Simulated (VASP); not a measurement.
# ZnS (Wurtzite-2H) (P6_3mc) in VASP: notebook, part 2 of 2

VASP 6.6.1. Earlier steps stand in the parts before.

## (3) Single point, BLYP

File INCAR:

```
SYSTEM = ZnS
PREC     = Accurate       ! precision mode
ENCUT    = 520            ! plane-wave cutoff, eV
EDIFF    = 1E-6           ! SCF threshold, eV
ISMEAR   = -1             ! smearing method
SIGMA    = 0.05           ! smearing width, eV
LREAL    = .False.        ! projectors in reciprocal space
LASPH    = .True.         ! aspherical terms in the spheres
NELM     = 100            ! most SCF steps
ALGO     = Normal         ! electronic algorithm
ISIF     = 2              ! what is computed and relaxed
LWAVE    = .False.        ! write WAVECAR
LCHARG   = .False.        ! write CHGCAR
GGA      = B5             ! functional
ALDAX    = 1.0          
AGGAX    = 1.0          
AGGAC    = 1.0          
ALDAC    = 0.0          
NBANDS   = 26             ! bands
```

File KPOINTS:

```
regular mesh
0
Gamma
  5 5 3
  0 0 0
```

File POSCAR:

```
ZnS
1.0
    3.8110000000      0.0000000000      0.0000000000
   -1.9055000000      3.3004228138      0.0000000000
    0.0000000000      0.0000000000      6.2340000000
Zn S
2 2
Direct
    0.6666666667      0.3333333333      0.5000000000
    0.3333333333      0.6666666667      0.0000000000
    0.6666666667      0.3333333333      0.8850000000
    0.3333333333      0.6666666667      0.3850000000
```

Potentials or basis: VASP PAW PBE potentials, release 64 (Zn, S).

Started as:

```sh
> cat potpaw_PBE.64/Zn/POTCAR potpaw_PBE.64/S/POTCAR > POTCAR
> mpirun -np 1 vasp_std > vasp.out
```

OUTCAR:

```text
SYSTEM = ZnS
   PREC = Accurate
   ENCUT = 520
   EDIFF = 1E-6
   ISMEAR = -1
   LREAL = .False.
   LASPH = .True.
   NELM = 100
   ISIF = 2
   GGA = B5

 ion  position               nearest neighbor table
   1  0.667  0.333  0.500-   4 2.31   4 2.31   4 2.31   3 2.40
   2  0.333  0.667  0.000-   3 2.31   3 2.31   3 2.31   4 2.40
   3  0.667  0.333  0.885-   2 2.31   2 2.31   2 2.31   1 2.40
   4  0.333  0.667  0.385-   1 2.31   1 2.31   1 2.31   2 2.40

  LATTYP: Found a hexagonal cell.
 ALAT       =     3.8110000000
 C/A-ratio  =     1.6357911309

  Lattice vectors:

 A1 = (   3.8110000000,   0.0000000000,   0.0000000000)
 A2 = (  -1.9055000000,   3.3004228138,   0.0000000000)
 A3 = (   0.0000000000,   0.0000000000,   6.2340000000)

Analysis of symmetry for initial positions (statically):
=====================================================================
 Subroutine PRICEL returns:
 Original cell was already a primitive cell.

 Routine SETGRP: Setting up the symmetry group for a
 hexagonal supercell.

 Subroutine GETGRP returns: Found 12 space group operations
 (whereof  6 operations were pure point group operations)
 out of a pool of 24 trial point group operations.

The static configuration has the point symmetry C_3v.
 The point group associated with its full space group is C_6v.

Analysis of symmetry for dynamics (positions and initial velocities):
=====================================================================
 Subroutine PRICEL returns:
 Original cell was already a primitive cell.

 Routine SETGRP: Setting up the symmetry group for a
 hexagonal supercell.

 Subroutine GETGRP returns: Found 12 space group operations
 (whereof  6 operations were pure point group operations)
 out of a pool of 24 trial point group operations.

The dynamic configuration has the point symmetry C_3v.
 The point group associated with its full space group is C_6v.

 Subroutine INISYM returns: Found 12 space group operations
 (whereof  6 operations are pure point group operations),
[... 103 lines left out ...]
   IMIX   =      4    mixing-type and parameters
     AMIX     =   0.40;   BMIX     =  1.00
     AMIX_MAG =   1.60;   BMIX_MAG =  1.00
  volume/ion in A,a.u.               =      19.60       132.29
  Fermi-wavevector in a.u.,A,eV,Ry     =   1.262943  2.386617 21.701647  1.595026
  Thomas-Fermi vector in A             =   2.396326
   LORBIT       =      0    0 simple, 1 ext, 2 COOP (PROOUT), +10 PAW based schemes
   GGA     = B5    functional components
   LHFCALC =     F    Hartree Fock is set to
   AEXX    =    0.0000 exact exchange contribution
   IVDW    =     0    specifies the selected vdW correction
   LEPSILON=     F    determine dielectric tensor
   LRPA    =     F    only Hartree local field effects (RPA)
 non-spin polarized calculation
  energy-cutoff  :      520.00
  volume of cell :       78.41
 maximum number of plane-waves:      2121
   NGX = 15   NGY = 15   NGZ = 23

 number of electron      35.9999977 magnetization

 Free energy of the ion-electron system (eV)
  ---------------------------------------------------
  ext. energy  EPLUGINS =         0.00000000
  ---------------------------------------------------
  free energy    TOTEN  =       -11.48530808 eV

  energy without entropy =      -11.48530808  energy(sigma->0) =      -11.48530808

 E-fermi :   3.5665     XC(G=0):  -9.1362

 val. band max:        2.5408804412   @ k =   0.0000   0.0000   0.0000
 cond. band min:       4.7978418322   @ k =   0.0000   0.0000   0.0000
 fundamental gap:      2.2569613910
 Fermi energy:         3.5664973526

 k-point     1 :       0.0000    0.0000    0.0000
  band No.  band energies     occupation
      1     -10.6160      2.00000
      2      -9.7101      2.00000
      3      -3.9265      2.00000
      4      -3.9265      2.00000
      5      -3.8620      2.00000
      6      -3.8620      2.00000
[... 279 lines left out ...]
     25      12.0124      0.00000
     26      12.5004      0.00000

------------------------ aborting loop because EDIFF is reached ----------------------------------------

  FORCE on cell =-STRESS in cart. coord.  units (eV):
  Direction    XX          YY          ZZ          XY          YZ          ZX
  --------------------------------------------------------------------------------------
  -------------------------------------------------------------------------------------
  Total        3.4761352      3.4761352      2.4361299      0.0000000      0.0000000      0.0000000
  in kB       71.0283810     71.0283810     49.7777997      0.0000000      0.0000000      0.0000000
  external PRESSURE =      63.9448539 kB  Pullay stress =       0.0000000 kB

 VOLUME and BASIS-vectors are now :
 -----------------------------------------------------------------------------
  energy-cutoff  :      520.00
  volume of cell :       78.41
      direct lattice vectors                 reciprocal lattice vectors
     3.811000000  0.000000000  0.000000000     0.262398321  0.151495741  0.000000000
    -1.905500000  3.300422814  0.000000000     0.000000000  0.302991482  0.000000000
     0.000000000  0.000000000  6.234000000     0.000000000  0.000000000  0.160410651

 POSITION                                       TOTAL-FORCE (eV/Angst)
 -----------------------------------------------------------------------------------
      1.90550      1.10014      3.11700         0.000000      0.000000      0.346877
     -0.00000      2.20028      0.00000        -0.000000     -0.000000      0.346877
      1.90550      1.10014      5.51709         0.000000     -0.000000     -0.346877
     -0.00000      2.20028      2.40009         0.000000     -0.000000     -0.346877
 -----------------------------------------------------------------------------------
    total drift:                               -0.000000     -0.000001      0.000212

  FREE ENERGIE OF THE ION-ELECTRON SYSTEM (eV)
  ---------------------------------------------------
  free  energy   TOTEN  =       -11.4853080794 eV

  energy  without entropy=      -11.4853080793  energy(sigma->0) =      -11.48530808
```

stdout:

```text
POSCAR found type information on POSCAR ZnS
 POSCAR found :  2 types and       4 ions
 scaLAPACK will be used
 -----------------------------------------------------------------------------
|                                                                             |
|                                                                             |
|     You enforced a specific xc type in the INCAR file but a different       |
|     I HOPE YOU KNOW WHAT YOU ARE DOING!                                     |
|                                                                             |
 -----------------------------------------------------------------------------

 LDA part: xc-table for (Slater(with rela. corr.)+VWN5), standard interpolation
 POSCAR, INCAR and KPOINTS ok, starting setup
 FFT: planning ... GRIDC
 FFT: planning ... GRID_SOFT
 FFT: planning ... GRID
 WAVECAR not read
 entering main loop
```

Run time: 57 s. Hardware: 1 thread of Intel Xeon 8259CL, shared host; peak memory 0.19 GiB.

Results:

```
Free energy            : -11.4853 eV
Pressure               : 6.4 GPa
Largest force          : 0.347 eV/Å
Band gap on the k mesh : 2.26 eV, direct
```

Forces in eV/Å, atoms in the order of the input:
```
Zn   0.000  0.000  0.347
Zn   0.000  0.000  0.347
S    0.000  0.000 -0.347
S    0.000  0.000 -0.347
```

Stress tensor (GPa, compression positive):
```
7.10 0.00 0.00
0.00 7.10 0.00
0.00 0.00 4.98
```

Caveat: the PAW data sets were made with another functional, which shifts forces and pressure a little. As with any semilocal functional, this BLYP gap is likely too small.

## (4) Single point, r2SCAN

POSCAR is that of step 3.

File INCAR.step1:

```
SYSTEM = ZnS
  PREC = Accurate
  ENCUT = 520
  ISMEAR = -1
  SIGMA = 0.05
  LREAL = .FALSE.
  LASPH = .TRUE.
  NELM = 60
  NBANDS = 26
  GGA = PE
  ALGO = Normal
  EDIFF = 1E-4
  LWAVE = .TRUE.
  LCHARG = .FALSE.
```

File INCAR.step2:

```
SYSTEM = ZnS
  PREC = Accurate
  ENCUT = 520
  EDIFF = 1E-6
  ISMEAR = -1
  SIGMA = 0.05
  LREAL = .FALSE.
  LASPH = .TRUE.
  NELM = 60
  ALGO = Normal
  ISIF = 2
  LWAVE = .FALSE.
  LCHARG = .FALSE.
  METAGGA = R2SCAN
  LMIXTAU = .TRUE.
  NBANDS = 26
  ISTART = 1
```

File KPOINTS:

```
Automatic mesh
0
G
  5 5 3
  0 0 0
```

Started as:

```sh
> cat potpaw_PBE.64/Zn/POTCAR potpaw_PBE.64/S/POTCAR > POTCAR
> cp INCAR.step1 INCAR
> mpirun -np 1 vasp_std > vasp.out
> cp INCAR.step2 INCAR
> mpirun -np 1 vasp_std > vasp.out
```

Wall time 2.3 min (1 thread of Intel Xeon 8259CL, shared host); peak memory 0.19 GiB.

It converged, with:

```yaml
Free_energy: -37.6906 eV
Pressure: 0.2 GPa
Largest_force: 0.321 eV/Å
Band_gap_on_the_k_mesh: 2.82 eV, direct
```

Forces on the atoms (eV/Å):
```
Zn   0.000  0.000  0.321
Zn   0.000  0.000  0.321
S    0.000  0.000 -0.321
S    0.000  0.000 -0.321
```

Stress tensor (GPa, compression positive):
```
 0.91  0.00  0.00
 0.00  0.91  0.00
 0.00  0.00 -1.09
```

Levels at points of the mesh, in eV from the valence-band top:
```csv
k point,band 14,band 15,band 16,band 17,band 18,band 19,band 20,band 21,band 22,band 23
"(0.00, 0.00, 0.00)",-0.88,-0.88,-0.01,-0.01,0.00,2.82,3.51,6.79,6.79,7.12
```

Caveat: the PAW data sets were made with another functional, which shifts forces and pressure a little.

## (5) Single point, PBEsol

This run uses another cell than the first one, of 18.82 Å³/atom, 0.960 times its volume.

File INCAR:

```
SYSTEM = ZnS
PREC = Accurate
ENCUT = 520
EDIFF = 1E-7
ISMEAR = -1
SIGMA = 0.05
LREAL = .False.
LASPH = .True.
NELM = 80
ALGO = Normal
ISIF = 2
LWAVE = .False.
LCHARG = .True.
GGA = PS
LELF = .True.
LVHAR = .True.
NBANDS = 26
```

File KPOINTS:

```
regular mesh
0
Gamma
  7 7 4
  0 0 0
```

POSCAR, as its differences from that of step 4:

```diff
@@ -4,3 +4,3 @@
    -1.9055000000      3.3004228138      0.0000000000
-    0.0000000000      0.0000000000      6.2340000000
+    0.0000000000      0.0000000000      5.9846400000
 Zn S
```

Started as:

```sh
> cat potpaw_PBE.64/Zn/POTCAR potpaw_PBE.64/S/POTCAR > POTCAR
> mpirun -np 1 vasp_std > vasp.out
```

Run time: 75 s. Hardware: 1 thread of Intel Xeon 8259CL, shared host; peak memory 0.2 GiB.

It converged, with:

| Property | Result |
| --- | --- |
| Free energy | -15.1231 eV |
| Pressure | 2.0 GPa |
| Largest force | 0.066 eV/Å |
| Band gap on the k mesh | 2.24 eV, direct |

Forces in eV/Å, atoms in the order of the input:
```
Zn   0.000  0.000  0.066
Zn   0.000  0.000  0.066
S    0.000  0.000 -0.066
S    0.000  0.000 -0.066
```

Stress tensor (GPa, compression positive):
```
0.77 0.00 0.00
0.00 0.77 0.00
0.00 0.00 4.57
```

Levels at points of the mesh, in eV from the valence-band top:
```tsv
k point	band 15	band 16	band 17	band 18	band 19	band 20	band 21	band 22
(0.00, 0.00, 0.00)	-1.17	-0.12	-0.12	0.00	2.24	2.58	5.92	5.92
(0.00, 0.00, 0.50)	-0.67	-0.67	-0.67	-0.67	3.29	3.29	6.38	6.38
```

Caveat: the PAW data sets were made with another functional, which shifts forces and pressure a little.

## (6) The runs side by side

```tsv
level	cell	k mesh	gap on the mesh (eV)	pressure (GPa)	largest force (eV/Å)
revPBE	a = 3.811, b = 3.811, c = 6.234 Å, angles 90.0, 90.0, 120.0°, 4 atoms	5 × 5 × 3	2.38	4.4	0.33
BLYP	a = 3.811, b = 3.811, c = 6.234 Å, angles 90.0, 90.0, 120.0°, 4 atoms	5 × 5 × 3	2.26	6.4	0.35
r2SCAN	a = 3.811, b = 3.811, c = 6.234 Å, angles 90.0, 90.0, 120.0°, 4 atoms	5 × 5 × 3	2.82	0.2	0.32
PBEsol	a = 3.811, b = 3.811, c = 5.985 Å, angles 90.0, 90.0, 120.0°, 4 atoms	7 × 7 × 4	2.24	2.0	0.07
```

Alike in all rows: task single point; potentials or basis VASP PAW PBE potentials, release 64 (Zn, S); no spin polarisation; cutoff (eV) 520; smearing fermi-dirac 0.05 eV.

On the cell as given the gap runs from 2.26 eV (BLYP) to 2.82 eV (r2SCAN). The pressure there spans 0.2 GPa (r2SCAN) to 6.4 GPa (BLYP); a positive pressure means that this level wants a larger cell, a negative one a smaller.

Caveats: the PAW data sets were made with another functional, which shifts forces and pressure a little.

Total energies depend on the potentials used, so only differences within one code and one set of settings carry meaning.

## (7) How close it comes

Step 4. Measured gap of ZnS: 3.911 eV (direct; 4 K; a printed reference work, monograph). This calculation gives 2.82 eV (-1.09 eV). The value is that of r2SCAN, without temperature or zero-point motion.

Step 5. Against the measured gap of ZnS, 3.911 eV (direct; 4 K; a printed reference work, monograph), the calculated 2.24 eV is off by -1.67 eV. The value is that of PBEsol, without temperature or zero-point motion. Semilocal functionals fall short of measured gaps as a rule.
